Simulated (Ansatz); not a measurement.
Equation of state of Rh

```
Rh
1.0
     0.00000    1.90155    1.90155
     1.90155    0.00000    1.90155
     1.90155    1.90155    0.00000
Rh
1
Direct
  0.00000 0.00000 0.00000
```

The conventional cell has a = 3.803 Å, b = 3.803 Å, c = 3.803 Å, α = 90.00°, β = 90.00°, γ = 90.00°. Rh (atom 1) is surrounded by 12 Rh at 2.69 Å.

The cell comes from COD entry 9008482, which wasn't checked; take it as a given geometry.

Methods: DFT, PBE, all-electron LAPW, scalar-relativistic (Ansatz 0.2.0); DFT, PBE, PAW with Ansatz's default frozen-core files, scalar-relativistic (Ansatz 0.2.0).

For LAPW: a Γ-centred 16×16×16 k mesh, Fermi–Dirac smearing of 0.08 eV, basis error target 1 meV/atom, no spin polarisation. PAW takes a cutoff of 420 eV at this cell. The Ansatz runs share mesh, smearing and spin set-up. Plane-wave (PAW) pressures include the program's estimate of the Pulay term.

The cell above is scaled evenly, with fractional coordinates and shape held.

```tsv
V/V(cell)	V (Å³/atom)	P, LAPW (GPa)	P, PAW (GPa)
0.9400	12.927	26.67	26.71
0.9405	12.933	26.47	26.51
0.9600	13.202	18.93	18.97
0.9800	13.477	12.07	12.11
0.9900	13.614	8.94	8.97
1.0000	13.752	5.98	6.02
1.0100	13.889	3.20	3.24
1.0200	14.027	0.59	0.62
1.0400	14.302	-4.19	-4.16
1.0600	14.577	-8.42	-8.39
```

(1) What do Birch–Murnaghan fits to the pressures give?

Answers

(1) LAPW: V0 = 14.06 Å³/atom, B0 = 256 GPa, B0′ = 5.1; PAW: V0 = 14.06 Å³/atom, B0 = 256 GPa, B0′ = 5.2.
